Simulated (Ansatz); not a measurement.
Ag (Fm-3m), two-dimensional strain map

Theory: Ansatz, DFT PBE, scalar-relativistic, plane waves, PAW. The runs took a 420 eV cutoff, a Γ-centred 20×20×20 mesh and Gaussian smearing (0.15 eV). No spin polarisation. Energies are free energies at this smearing, counted from the undisturbed cell; pressure is positive in compression.

Zero of the scan (as given, not relaxed at this level; it stands at 4.7 GPa):

```xyz
1
Lattice="0.0000 2.0431 2.0431 2.0431 0.0000 2.0431 2.0431 2.0431 0.0000" Properties=species:S:1:pos:R:3 pbc="T T T"
Ag    0.0000    0.0000    0.0000
```

The cell is strained by p along both x and y and by q along z, fractional coordinates fixed. Points are written (p, q).

Energy above the undisturbed cell in meV/atom (a dash: not computed):

```csv
p \ q,-0.080,-0.040,0.000,0.040,0.080
-0.080,633.9,441.0,305.7,216.0,163.2
-0.040,285.6,165.7,88.2,44.9,28.5
0.000,97.7,?,0.0,-8.4,2.7
0.040,18.2,-3.5,-3.6,14.0,?
0.080,10.8,21.8,?,?,129.0
```

Task: Fill in the withheld energies.

Result: (0.000, -0.040): 33.3; (0.040, 0.080): 45.0; (0.080, 0.000): 47.0; (0.080, 0.040): 83.5.